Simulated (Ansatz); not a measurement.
Cd under changes of volume

One of the cells (21.939 Å³/atom); the others are scaled copies at fixed shape and fractional positions:

```
Cd
1.0
     1.60803    0.92840    2.44929
    -1.60803    0.92840    2.44929
     0.00000   -1.85679    2.44929
Cd
1
Direct
  0.00000 0.00000 0.00000
```

This isn't the form of Cd at room conditions, which is hcp.

```yaml
Program: Ansatz 0.2.0
Functional: PBE
Potentials_or_basis: all-electron LAPW, scalar-relativistic
Cutoff: 224 eV (chosen from the basis error)
Basis_error_allowed: 0.0005 eV/atom
k_mesh: 10 × 10 × 10
Occupations: fermi-dirac, width 0.05 eV
Spin: no spin polarisation
```

```tsv
volume (Å³/atom)	energy over the lowest point (meV/atom)	pressure (GPa)
20.623	38.12	5.9
21.062	?	?
21.500	13.16	3.2
21.939	5.90	2.1
22.378	1.63	1.0
22.817	0.00	0.2
23.255	0.70	-0.6
```

Question: What does the run at 21.062 Å³/atom give?

Answer: Energy over the lowest point 23.77 meV/atom; pressure 4.5 GPa.

Worked out: A Birch-Murnaghan fit of order 3 (a polynomial in V^(-2/3)) to the other rows has its minimum at 22.90 Å³/atom with B0 = V·E''(V) = 44 GPa and B' = 5.2 at fixed shape and positions, which overstates the stiffness. It gives 23.74 meV/atom at 21.062 Å³/atom, against the run's 23.77, and -dE/dV = 4.5 GPa, against 4.5.

Energies are extrapolated to zero smearing.
